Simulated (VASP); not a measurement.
GaSb, 2 atoms in the cell. The structure is cubic, space group Fm-3m (No. 225). Conventional cell: a = 5.746 Å, b = 5.746 Å, c = 5.746 Å, α = 90.00°, β = 90.00°, γ = 90.00°. Around Ga (site symmetry m-3m) lie 6 Sb at 2.87 Å. Sb (site symmetry m-3m) has 6 Ga at 2.87 Å as nearest neighbours. The cell was built by a generator and needn't be a form met in nature.

```yaml
Program: VASP 6.6.1
Task: single point
Functional: PBE
Potentials_or_basis: VASP PAW PBE potentials, release 64 (Ga_d, Sb)
Cutoff: 520 eV
k_mesh: 6 × 6 × 6
Occupations: gaussian, width 0.01 eV
Spin: no spin polarisation
Dipole_correction: no
Further_INCAR_settings: ALGO = Fast; EDIFF = 1e-07; NBANDS = 16
```

Potentials or basis: VASP PAW PBE potentials, release 64 (Ga_d, Sb).

Command:

```sh
$ cat potpaw_PBE.64/Ga_d/POTCAR potpaw_PBE.64/Sb/POTCAR > POTCAR
$ mpirun -np 1 vasp_std > vasp.out
```

Hardware: 1 thread of Intel(R) Xeon(R) Platinum 8559C (Emerald Rapids), on a shared host.

Question: How long does it take, and how much memory?

Answer: Wall time 15 s on 1 thread of Intel(R) Xeon(R) Platinum 8559C (Emerald Rapids) (shared host), peak memory 0.16 GiB. Counts: scf iterations 16, k points 16.
